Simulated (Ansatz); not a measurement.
**MgS under changes of volume**

One of the cells (22.740 Å³/atom); the others are scaled copies at fixed shape and fractional positions:

```
S Mg
1.0
     0.00000    2.83312    2.83312
     2.83312    0.00000    2.83312
     2.83312    2.83312    0.00000
S Mg
1 1
Direct
  0.25000 0.25000 0.25000
  0.00000 0.00000 0.00000
```

The cell comes from a database or a generator and needn't be the stable form of this composition.

| Item | Value |
| --- | --- |
| Program | Ansatz 0.2.0 |
| Functional | r2SCAN |
| Potentials or basis | Ansatz PAW |
| Cutoff | 500 eV (not typed: the program's choice for these potentials) |
| k mesh | 8 × 8 × 8 |
| Occupations | fermi-dirac, width 0.05 eV |
| Spin | no spin polarisation |

| volume (Å³/atom) | energy over the lowest point (meV/atom) | pressure (GPa) | gap on the mesh (eV) |
| --- | --- | --- | --- |
| 21.376 | 15.68 | 4.0 | 4.27 |
| 21.831 | 6.46 | 2.5 | 4.29 |
| 22.285 | 1.37 | 1.1 | 4.24 |
| 22.740 | 0.00 | -0.1 | 4.13 |
| 23.195 | ? | ? | ? |
| 23.650 | 7.07 | -2.3 | 3.92 |
| 24.105 | 14.89 | -3.2 | 3.83 |

Question: What does the run at 23.195 Å³/atom give?

Answer: Energy over the lowest point 2.01 meV/atom; pressure -1.3 GPa; gap on the mesh 4.03 eV.

Worked out: A Birch-Murnaghan fit of order 3 (a polynomial in V^(-2/3)) to the other rows has its minimum at 22.69 Å³/atom with B0 = V·E''(V) = 60 GPa and B' = 4.0. It gives 2.01 meV/atom at 23.195 Å³/atom, against the run's 2.01, and -dE/dV = -1.3 GPa, against -1.3. A parabola through the other rows of the gap, of slope -5.25 eV per unit of ln V there, gives 4.06 eV, against the run's 4.03.

Energies are extrapolated to zero smearing.

Caveats: the PAW data sets come from PBE, with cores solved anew for the run's functional, which leaves a small shift of forces and pressure.

A mesh can miss the band edges.
